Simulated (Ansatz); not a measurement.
# Sc (P-1) in Ansatz: convergence with wavefunction cutoff

Aim: find how far wavefunction cutoff must go before the results for Sc settle, at PBEsol. This setting moves, with any that are tied to it; all else stays.

Program: Ansatz 0.2.0. These are calculated values, not measurements. Logs are shortened: lines on timing, memory, paths and dates and some standing lists are left out, and cuts for length are marked.

## (1) The cell of the first run

The typed cell holds 2 atoms: a = 3.309 Å, b = 3.309 Å, c = 5.273 Å, α = 90.00°, β = 90.00°, γ = 120.00°.

The cell isn't the ideal one: atoms moved at random, drawn with an rms of 0.05 Å.

## (2) With wavefunction cutoff 200 eV

input.yaml reads:

```yaml
crystal:
  lattice:
    - [3.309, 0.0, 0.0]
    - [-1.6545, 2.8656780611, 0.0]
    - [0.0, 0.0, 5.2733]
  atoms:
    - { symbol: Sc, position: [0.669186, 0.323933, 0.746307] }
    - { symbol: Sc, position: [0.335124, 0.665779, 0.246899] }
hamiltonian:
  xc: pbesol
  pseudopotentials: { kind: paw }
kpoints:
  mp_grid: { grid: [7, 7, 4] }
scf:
  occupations: { method: gaussian, width: 0.05 }
output:
  forces: true
  stress: true
  eigenvalues: true
basis:
  ecutwfc: "200 eV"
```

Potentials or basis: Ansatz PAW.

On the command line:

```bash
$ ansatz run input.yaml --threads 2 --pin off --max-ram 5632MiB --backend cpu --events-out ev --progress --plain --runs-dir out
```

It took 2 s on 2 threads of Intel Xeon at 2.50GHz (Skylake/Cascade Lake), shared host; peak memory 0.32 GiB.

Results:

| Quantity | Value |
| --- | --- |
| Free energy | -4217.9490 eV |
| Pressure | -3.3 GPa |
| Largest force | 0.050 eV/Å |
| Band gap on the k mesh | none (metal or under the smearing width) |

## (3) With wavefunction cutoff 250 eV

Edit input.yaml of step 2 so:

```diff
@@ -20,2 +20,2 @@
 basis:
-  ecutwfc: "200 eV"
+  ecutwfc: "250 eV"
```

Potentials or basis: Ansatz PAW.

On the command line:

```bash
$ ansatz run input.yaml --threads 2 --pin off --max-ram 5632MiB --backend cpu --events-out ev --progress --plain --runs-dir out
```

Wall time 2 s (2 threads of Intel Xeon at 2.50GHz (Skylake/Cascade Lake), shared host); peak memory 0.34 GiB.

What came out:

| Item | Value |
| --- | --- |
| Free energy | -4222.0723 eV |
| Pressure | -3.3 GPa |
| Largest force | 0.053 eV/Å |
| Band gap on the k mesh | none (metal or under the smearing width) |

## (4) With wavefunction cutoff 300 eV

Edit input.yaml of step 3 so:

```diff
@@ -20,2 +20,2 @@
 basis:
-  ecutwfc: "250 eV"
+  ecutwfc: "300 eV"
```

On the command line:

```bash
$ ansatz run input.yaml --threads 2 --pin off --max-ram 5632MiB --backend cpu --events-out ev --progress --plain --runs-dir out
```

Run time: 2.5 s. Hardware: 2 threads of Intel Xeon at 2.50GHz (Skylake/Cascade Lake), shared host; peak memory 0.35 GiB.

Results:

| Item | Value |
| --- | --- |
| Free energy | -4222.6669 eV |
| Pressure | -3.0 GPa |
| Largest force | 0.054 eV/Å |
| Band gap on the k mesh | none (metal or under the smearing width) |

## (5) With wavefunction cutoff 350 eV

Edit input.yaml of step 4 so:

```diff
@@ -20,2 +20,2 @@
 basis:
-  ecutwfc: "300 eV"
+  ecutwfc: "350 eV"
```

On the command line:

```bash
$ ansatz run input.yaml --threads 2 --pin off --max-ram 5632MiB --backend cpu --events-out ev --progress --plain --runs-dir out
```

Run time: 3.1 s. Hardware: 2 threads of Intel Xeon at 2.50GHz (Skylake/Cascade Lake), shared host; peak memory 0.36 GiB.

Results:

| Quantity | Value |
| --- | --- |
| Free energy | -4222.7178 eV |
| Pressure | -3.1 GPa |
| Largest force | 0.053 eV/Å |
| Band gap on the k mesh | none (metal or under the smearing width) |

## (6) With wavefunction cutoff 400 eV

Edit input.yaml of step 5 so:

```diff
@@ -20,2 +20,2 @@
 basis:
-  ecutwfc: "350 eV"
+  ecutwfc: "400 eV"
```

Potentials or basis: Ansatz PAW.

On the command line:

```bash
$ ansatz run input.yaml --threads 2 --pin off --max-ram 5632MiB --backend cpu --events-out ev --progress --plain --runs-dir out
```

Wall time 3.7 s (2 threads of Intel Xeon at 2.50GHz (Skylake/Cascade Lake), shared host); peak memory 0.37 GiB.

The run converged. Its results:

| Item | Value |
| --- | --- |
| Free energy | -4222.7193 eV |
| Pressure | -3.1 GPa |
| Largest force | 0.053 eV/Å |
| Band gap on the k mesh | none (metal or under the smearing width) |

## (7) With wavefunction cutoff 450 eV

Edit input.yaml of step 6 so:

```diff
@@ -20,2 +20,2 @@
 basis:
-  ecutwfc: "400 eV"
+  ecutwfc: "450 eV"
```

On the command line:

```bash
$ ansatz run input.yaml --threads 2 --pin off --max-ram 5632MiB --backend cpu --events-out ev --progress --plain --runs-dir out
```

Run time: 3.7 s. Hardware: 2 threads of Intel Xeon at 2.50GHz (Skylake/Cascade Lake), shared host; peak memory 0.38 GiB.

The run converged. Its results:

| Item | Value |
| --- | --- |
| Free energy | -4222.7199 eV |
| Pressure | -3.1 GPa |
| Largest force | 0.053 eV/Å |
| Band gap on the k mesh | none (metal or under the smearing width) |

## (8) With wavefunction cutoff 500 eV

Edit input.yaml of step 7 so:

```diff
@@ -20,2 +20,2 @@
 basis:
-  ecutwfc: "450 eV"
+  ecutwfc: "500 eV"
```

On the command line:

```bash
$ ansatz run input.yaml --threads 2 --pin off --max-ram 5632MiB --backend cpu --events-out ev --progress --plain --runs-dir out
```

Wall time 4.6 s (2 threads of Intel Xeon at 2.50GHz (Skylake/Cascade Lake), shared host); peak memory 0.4 GiB.

It converged, with:

- Free energy: -4222.7202 eV
- Pressure: -3.1 GPa
- Largest force: 0.053 eV/Å
- Band gap on the k mesh: none (metal or under the smearing width)

## (9) With wavefunction cutoff 600 eV

Edit input.yaml of step 8 so:

```diff
@@ -20,2 +20,2 @@
 basis:
-  ecutwfc: "500 eV"
+  ecutwfc: "600 eV"
```

Potentials or basis: Ansatz PAW.

On the command line:

```bash
$ ansatz run input.yaml --threads 2 --pin off --max-ram 5632MiB --backend cpu --events-out ev --progress --plain --runs-dir out
```

Run time: 5.6 s. Hardware: 2 threads of Intel Xeon at 2.50GHz (Skylake/Cascade Lake), shared host; peak memory 0.42 GiB.

The run converged. Its results:

| Item | Value |
| --- | --- |
| Free energy | -4222.7206 eV |
| Pressure | -3.1 GPa |
| Largest force | 0.053 eV/Å |
| Band gap on the k mesh | none (metal or under the smearing width) |

## (10) With wavefunction cutoff 800 eV

Edit input.yaml of step 9 so:

```diff
@@ -20,2 +20,2 @@
 basis:
-  ecutwfc: "600 eV"
+  ecutwfc: "800 eV"
```

Potentials or basis: Ansatz PAW.

On the command line:

```bash
$ ansatz run input.yaml --threads 2 --pin off --max-ram 5632MiB --backend cpu --events-out ev --progress --plain --runs-dir out
```

Log:

```text
Warning: RAYON_NUM_THREADS=2 ignored (pool sized by the plan → 2); use --threads N
Engine: ansatz 0.2.0, x86_64-unknown-linux-gnu
Pseudopotentials: kind: paw
Pseudopotential: Sc, paw, valence charge 11, recommended cutoff 420 eV (normal), Sc.paw.azcp
Functional definition: PBEsol
  exchange = pbesol_x
  correlation = pbesol_c
Crystal: 2 atoms, lattice volume = 50.004 Å³
Basis set: ecut = 800 eV, 2587 PW (Γ), exchange–correlation on 64×64×100 points (8 copies of the dense FFT grid, shifted against one another)
Bands: 15, of which v1, the nominal top of the filled ones, is band 11 counted from 1 (10 counted from 0)
Symmetry: 2 space group operations
Space group: P-1 (ITA 2), of the structure as read, at distance tolerance 3.7e-5 Å
k-points: 99 of 196
Non-local potential: Sc, projectors of the file, l = 0: 3, l = 1: 2, l = 2: 3, l = 3: 1
PAW form: soft (Blöchl's): semilocal exchange-correlation on the pseudo side does not see the compensation charge
PAW frozen core: Sc, regenerated for the run's functional, and the local potential with it (the file was generated under x = pbe(κ = 0.804, μ = 0.2195149727645171), c = pbe(β = 0.06672455060314922))
PAW one-centre angular grid: Sc, 590 points (default); XC on 64 Gauss nodes
Initial density: superposition of atomic densities (neutral atoms: chi_scale 0, normalization atom), corrected by the library's trained network
Initial wavefunctions: pseudopotential atomic-orbital guess
Functional: x = pbesol(κ = 0.804, μ = 0.12345679012345678), c = pbesol(β = 0.046)
SCF iter   1: F=—  HF=-4222.723891 eV  |F-HF|=—  |Δ(HF+E_count)|=         —  Δρ=4.09e-3  dr2=7.11e-3  ethr=1.77e-3  ⟨swp⟩=3.7  Hψ=6285  notcnv=0
preconditioner: auto → none  [insulator: Δε(μ)=0.097 eV  Ē_g=2.501 eV  σ=0.050 eV  W_gap=0.79  n_scr=8 (ndim 8)  ℏωp=12.9 eV  f_vac=0.000  D(μ)=2.44/eV (n_scr^D=22)  ε∞_Penn≈27.5]
SCF iter   2: F=—  HF=-4222.720824 eV  |F-HF|=—  |Δ(HF+E_count)|=   3.07e-3  Δρ=1.00e-3  dr2=2.51e-4  ethr=3.23e-5  ⟨swp⟩=2.9  Hψ=3704  notcnv=0  defer=12
SCF iter   3: F=—  HF=-4222.720859 eV  |F-HF|=—  |Δ(HF+E_count)|=   3.54e-5  Δρ=3.65e-4  dr2=2.76e-5  ethr=1.14e-6  ⟨swp⟩=2.1  Hψ=2188  notcnv=0  defer=12
SCF iter   4: F=—  HF=-4222.720879 eV  |F-HF|=—  |Δ(HF+E_count)|=   2.04e-5  Δρ=6.53e-5  dr2=6.36e-6  ethr=1.26e-7  ⟨swp⟩=2.1  Hψ=1827  notcnv=0  defer=12
SCF iter   5: F=—  HF=-4222.720879 eV  |F-HF|=—  |Δ(HF+E_count)|=   6.15e-7  Δρ=3.69e-5  dr2=1.91e-6  ethr=2.89e-8  ⟨swp⟩=2.0  Hψ=2082  notcnv=0  defer=12
SCF iter   6: F=—  HF=-4222.720878 eV  |F-HF|=—  |Δ(HF+E_count)|=   2.27e-7  Δρ=1.39e-5  dr2=2.49e-7  ethr=8.68e-9  ⟨swp⟩=1.3  Hψ=1551  notcnv=0  defer=12
SCF iter   7: F=-4222.720878 eV  HF=-4222.720878 eV  |F-HF|=5.61e-9  |Δ(HF+E_count)|=   2.81e-8  Δρ=2.60e-6  dr2=8.17e-9  ethr=4.55e-10  ⟨swp⟩=4.3  Hψ=4484  notcnv=0
SCF 1 converged in 7 iterations: F = -4222.720878 eV  dr2 = 8.17e-9
SCF converged after 7 iterations
Free energy (F): -4222.720878 eV
Harris-Foulkes:  -4222.720878 eV  (|F-HF|=5.61e-9)
Internal energy: -4222.717777 eV  (E = F + TS)
E sigma→0 (E₀):  -4222.719328 eV
Entropy (-TS):   -0.003101 eV (-1.551 meV/atom)
Fermi energy:    9.007383 eV
--- Per-component energies (eV) ---
  E_band       = -341.518852
  E_kinetic    = 519.348911
  E_local      = -1699.039322  (includes V_loc(G=0)·N_el)
  E_nonlocal   = 168.521296
  E_hartree    = 578.451464
  E_xc         = -205.534480
  E_vxc        = -255.562316  (∫ρ·V_xc dr)
  E_paw        = -1863.947586  (= ΣΔE_a)
  E_vpaw       = -231.690148  (= ΣTr[D̂ρ^β])
  E_aug_tail   = 0.000000  (compensation charges beyond the density's cutoff)
  E_ewald      = -1720.776110
  E_core_change = 0.258050  (= ΣΔE_core)
  E_smearing   = -0.003101  (= −TS)
  E_closure    = -0.000000  (closes the sum)
  Σ components = -4222.720878   (vs F -4222.720878, Δ=0.00e0)
--- Forces (eV/Å), atoms counted from 1 ---
  atom   1  Sc    -0.02806522     0.04403935     0.01053203
  atom   2  Sc     0.02806522    -0.04403935    -0.01053203
  max |Σ_I F_I| component: 0.00e0 eV/Å
--- Stress (GPa, compression-positive) ---
       -2.372455       0.084045       0.000724
        0.084045      -2.114755      -0.000246
        0.000724      -0.000246      -4.776487
  P = ⅓ Tr σ = -3.0879 GPa (-30.879 kbar)
--- Band table (eV; the first three rows and the last of 99) ---
  k-point 0: bands = ["-40.2430", "-40.1805", "-19.1339", "-18.8186", "-18.8131", "-18.7593", "-18.7576", "-18.7306", "3.8855", "7.3271", "9.4197", "10.5758", "10.5950", "10.7006", "10.9817"]
  k-point 1: bands = ["-40.2339", "-40.1897", "-19.0765", "-18.8098", "-18.8054", "-18.7912", "-18.7672", "-18.7665", "4.2839", "6.6969", "9.4492", "10.4485", "10.4775", "10.4857", "10.7887"]
  k-point 2: bands = ["-40.2122", "-40.2116", "-18.9370", "-18.9344", "-18.7884", "-18.7878", "-18.7865", "-18.7860", "5.3645", "5.3672", "9.8736", "9.8883", "10.5207", "10.5213", "10.5358"]
  k-point 98: bands = ["-40.1926", "-40.1716", "-19.0648", "-19.0196", "-18.9215", "-18.8917", "-18.8367", "-18.7943", "6.7515", "8.0893", "8.7838", "9.0472", "10.0238", "10.2877", "10.6989"]
```

Wall time 8.8 s (2 threads of Intel Xeon at 2.50GHz (Skylake/Cascade Lake), shared host); peak memory 0.49 GiB.

What came out:

```yaml
Free_energy: -4222.7209 eV
Pressure: -3.1 GPa
Largest_force: 0.053 eV/Å
Band_gap_on_the_k_mesh: none (metal or under the smearing width)
```

## (11) Result

| wavefunction cutoff | energy less the tightest run, at zero smearing (meV/atom) | pressure (GPa) | largest force (eV/Å) | SCF cycles | CPU time (s) | peak memory (GiB) |
| --- | --- | --- | --- | --- | --- | --- |
| 200 eV | 2385.86 | -3.33 | 0.050 | 7 | 3.5 | 0.32 |
| 250 eV | 324.27 | -3.26 | 0.053 | 7 | 3.5 | 0.34 |
| 300 eV | 26.97 | -3.04 | 0.054 | 6 | 4.4 | 0.35 |
| 350 eV | 1.53 | -3.09 | 0.053 | 7 | 5.7 | 0.36 |
| 400 eV | 0.79 | -3.09 | 0.053 | 6 | 6.8 | 0.37 |
| 450 eV | 0.50 | -3.09 | 0.053 | 7 | 6.9 | 0.38 |
| 500 eV | 0.36 | -3.09 | 0.053 | 7 | 8.5 | 0.4 |
| 600 eV | 0.16 | -3.09 | 0.053 | 6 | 10 | 0.42 |
| 800 eV | 0.00 | -3.09 | 0.053 | 7 | 17 | 0.49 |

Against the tightest run, the energy stays within 1 meV/atom from 400 eV on; the pressure stays within 0.1 GPa from 300 eV on; the largest force stays within 0.005 eV/Å from 200 eV on. The tightest run that finished is the yardstick and may itself not be fully converged.

Caveats: the PAW data sets come from PBE, with cores solved anew for the run's functional, which leaves a small shift of forces and pressure.
